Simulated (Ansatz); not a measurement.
Ca in several cubic structure types, each at its own equilibrium volume.

Computed with Ansatz, PBE, plane waves, PAW datasets (generated soft set 1).

Settings: cutoff 420 eV; no spin polarisation; Fermi–Dirac smearing of 0.0612 eV; k-meshes 35³ (bcc), 22³ (diamond), 34³ (fcc), 31³ (simple cubic).

Question: Rank the structures by energy per atom, lowest first.
A. bcc
B. simple cubic
C. fcc
D. diamond

Answer: C (0.0 meV/atom), A (15.0 meV/atom), B (395 meV/atom), D (1045 meV/atom).

Question: Give the equilibrium volume and bulk modulus of each.

Answer: 
| structure | V₀ (Å³/atom) | B₀ (GPa) |
| --- | --- | --- |
| bcc | 42.14 | 16.6 |
| diamond | 79.97 | 4.1 |
| fcc | 42.19 | 17.4 |
| simple cubic | 43.57 | 10.8 |

Only these cubic types are compared here; the real ground state can be another structure or magnetic.

Model structures, not the usual forms at ambient conditions (metastable or hypothetical): Ca (bcc type), Ca (diamond type), Ca (simple cubic type).
